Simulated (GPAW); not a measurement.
Input of a GPAW 26.7.0 run:

Contents of run.py:

```python
import numpy as np
from ase.dft.bandgap import bandgap
from ase.io import read, write
from ase.units import GPa
from gpaw import GPAW, PW, setup_paths
from gpaw.spinorbit import soc_eigenstates

setup_paths.insert(0, '.')

atoms = read('CdSe.cif')

calc = GPAW(mode=PW(600),
            xc='BLYP',
            kpts={'size': (5, 5, 3), 'gamma': True},
            occupations={'name': 'fermi-dirac', 'width': 0.05},
            nbands=31,
            convergence={'density': 1e-05, 'energy': 1e-05},
            eigensolver='davidson',
            maxiter=150,
            txt='gpaw.txt')
atoms.calc = calc
energy = atoms.get_potential_energy()
forces = atoms.get_forces()
stress = atoms.get_stress()
calc.write('gs.gpw')
write('result.traj', atoms)
print(f'Energy: {energy:.6f} eV')
print('Forces (eV/A):')
print(forces.round(4))
print('Stress (GPa):', (stress / GPa).round(3))
print('Fermi level:', round(calc.get_fermi_level(), 4), 'eV')
print(f'Gap: {bandgap(calc)[0]:.4f} eV, direct: {bandgap(calc, direct=True)[0]:.4f} eV')

path = atoms.cell.bandpath('GMKGALHA,LM,KH', npoints=80, eps=1e-4)
bs_calc = calc.fixed_density(kpts=path, symmetry='off', nbands=52,
                             convergence={'bands': 'CBM+6.0', 'eigenstates': 1e-6}, txt='bands.txt')
bs = bs_calc.band_structure()
bs.write('bs.json')
print(f'Gap on the path: {bandgap(bs_calc)[0]:.4f} eV')

soc = soc_eigenstates(bs_calc, theta=90, phi=0)
np.savetxt('soc_bands.dat', soc.eigenvalues(), fmt='%.4f')
mesh = soc_eigenstates('gs.gpw', theta=90, phi=0)
np.savetxt('soc_mesh.dat', mesh.eigenvalues(), fmt='%.4f')
print('Fermi level with spin-orbit coupling:', round(mesh.fermi_level, 4), 'eV')
```

File CdSe.cif:

```cif
data_CdSe
_cell_length_a 4.30000000
_cell_length_b 4.30000000
_cell_length_c 7.02000000
_cell_angle_alpha 90.00000000
_cell_angle_beta 90.00000000
_cell_angle_gamma 120.00000000
_space_group_name_H-M_alt 'P1'
_space_group_name_Hall 'P 1'
_space_group_IT_number 1
loop_
_space_group_symop_operation_xyz
'x,y,z'
loop_
_atom_site_label
_atom_site_type_symbol
_atom_site_symmetry_multiplicity
_atom_site_Wyckoff_symbol
_atom_site_fract_x
_atom_site_fract_y
_atom_site_fract_z
_atom_site_occupancy
Cd1 Cd 1 a 0.6666666667 0.3333333333 0.5000000000 1
Cd2 Cd 1 a 0.3333333333 0.6666666667 0.0000000000 1
Se1 Se 1 a 0.6666666667 0.3333333333 0.8850000000 1
Se2 Se 1 a 0.3333333333 0.6666666667 0.3850000000 1
```

Potentials or basis: PAW data sets generated in the run's folder for this functional, pw.

Launch:

```sh
$ gpaw-setup -f BLYP Cd Se
$ OMP_NUM_THREADS=1 python run.py
```

(1) Predict the largest force.

(2) Estimate the band gap on the k mesh.

(3) Estimate the band gap along the path.

(4) Predict the pressure.

Answers

(1) 0.305 eV/Å.

(2) 0.49 eV, direct.

(3) 0.49 eV, direct.

(4) 5.8 GPa.

Caveat: spin-orbit coupling was added after a scalar SCF, so levels and gaps hold it while energy, forces, pressure and moments don't; this program's spin-orbit splittings come out too wide for heavy elements.

**Experimental background.**

From a printed reference work, data compilation, for a bulk crystal of CdSe at 2 K: band gap 1.841 eV.

A measured gap of CdSe is 1.841 eV (2 K; a printed reference work, data compilation); the calculated 0.49 eV misses it by -1.35 eV. So large a miss can be the level of theory's own, or it may mean another phase, state or a wrong row. The value is that of BLYP, without temperature or zero-point motion. Semilocal functionals fall short of measured gaps as a rule.
